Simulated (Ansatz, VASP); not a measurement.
# Two plane-wave programs on W

```
W
1.0
    -1.56151    1.56151    1.56151
     1.56151   -1.56151    1.56151
     1.56151    1.56151   -1.56151
W
1
Direct
  0.00000 0.00000 0.00000
```

Alike in both runs: functional LDA; k mesh 24 × 24 × 24; occupations fermi-dirac, width 0.1 eV; no spin polarisation.

Ansatz relaxed the structure, and its values are those at the end. VASP's run is a single point on that final structure, the one shown.

```csv
,VASP,Ansatz
version,VASP 6.6.1,Ansatz 0.2.0
potentials or method,"VASP PAW LDA potentials, release 64 (W_sv)","PAW with Ansatz's default frozen-core files, scalar-relativistic"
plane-wave cutoff (eV),520,420
valence electrons in the cell,14,14
```

```csv
,VASP,Ansatz,Ansatz less VASP
pressure (GPa),6.1,4.0,-2.07
```

The runs have no spin-orbit coupling, so splittings on W are missing.
